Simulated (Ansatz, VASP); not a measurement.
# One calculation of PtSe2, two programs

```
CELL_PARAMETERS angstrom
3.75156 0.00000 0.00000
-1.87578 3.24895 0.00000
0.00000 0.00000 6.50133
ATOMIC_POSITIONS crystal
Pt 0.00000 0.00000 0.00000
Se 0.66667 0.33333 0.79903
Se 0.33333 0.66667 0.20097
```

Alike in both runs: functional PBE; k mesh 12 × 12 × 4; occupations gaussian, width 0.02 eV; no spin polarisation.

Ansatz relaxed the structure, and its values are those at the end. VASP's run is a single point on that final structure, the one shown.

|  | VASP | Ansatz |
| --- | --- | --- |
| version | VASP 6.6.1 | Ansatz 0.2.0 |
| potentials or method | VASP PAW PBE potentials, release 64 (Pt, Se) | scalar-relativistic, plane waves, PAW |
| plane-wave cutoff (eV) | 520 | 420 |
| valence electrons in the cell | 22 | 50 |

```tsv
	VASP	Ansatz	Ansatz less VASP
gap on the k mesh at the Fermi level (eV)	0.87	0.88	+0.011
least direct gap on the mesh (eV)	1.03	1.04	+0.011
pressure (GPa)	0.0	0.0	+0.03
```

The two sets of potentials don't hold the same shells in valence.

Caveats: spin-orbit coupling is left out, which moves the levels of the heavy elements; this functional lacks dispersion, which binds the layers, so the pressure and a relaxed spacing across them are unreliable. A k mesh can miss the band edges. PBE gaps usually lie below the measured ones, often by a third to a half.
